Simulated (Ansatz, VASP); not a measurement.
# CuO2: VASP beside Ansatz

```
CELL_PARAMETERS angstrom
1.41261 -5.21075 0.00000
1.41261 5.21075 0.00000
0.00000 0.00000 4.34342
ATOMIC_POSITIONS crystal
Cu 0.16725 0.83275 0.75000
Cu 0.83275 0.16725 0.25000
O 0.78897 0.21103 0.75000
O 0.21103 0.78897 0.25000
O 0.55149 0.44851 0.75000
O 0.44851 0.55149 0.25000
```

The cell comes from a database or a generator and needn't be the stable form of this composition.

Alike in both runs: functional PBEsol; k mesh 8 × 8 × 6; occupations fermi-dirac, width 0.05 eV; no spin polarisation.

|  | VASP | Ansatz |
| --- | --- | --- |
| version | VASP 6.6.1 | Ansatz 0.2.0 |
| potentials or method | VASP PAW PBE potentials, release 64 (Cu, O) | Ansatz PAW |
| plane-wave cutoff (eV) | 520 | 420 |
| valence electrons in the cell | 46 | 62 |
| task | single point | density of states |

VASP gave:

| Property | Result |
| --- | --- |
| gap on the k mesh at the Fermi level (eV) | none |
| pressure (GPa) | -7.9 |
| largest component of the traceless stress (GPa) | 1.05 |
| rms of the force components (eV/Å) | 0.158 |

What did Ansatz give for the same quantities?

gap on the k mesh at the Fermi level (eV): none; pressure (GPa): -8.7; largest component of the traceless stress (GPa): 2.17; rms of the force components (eV/Å): 0.210.

Atom by atom the forces differ by 0.061 eV/Å (rms over components). A gap of «none» marks a metal or a gap that the smearing closes. The two sets of potentials don't hold the same shells in valence.

Caveats: the run has no spin polarisation, though such a crystal can be magnetic; semilocal functionals often make such compounds metallic where correlation or magnetic order opens a gap, which also shifts bond lengths; the PAW data sets were made with another functional, which shifts forces and pressure a little (VASP); the pressure holds a Pulay correction of +0.9 GPa for the finite cutoff (Ansatz); the PAW data sets come from PBE, with cores solved anew for the run's functional, which leaves a small shift of forces and pressure (Ansatz); the density of states is complete only up to the lowest level of the last band computed (Ansatz).
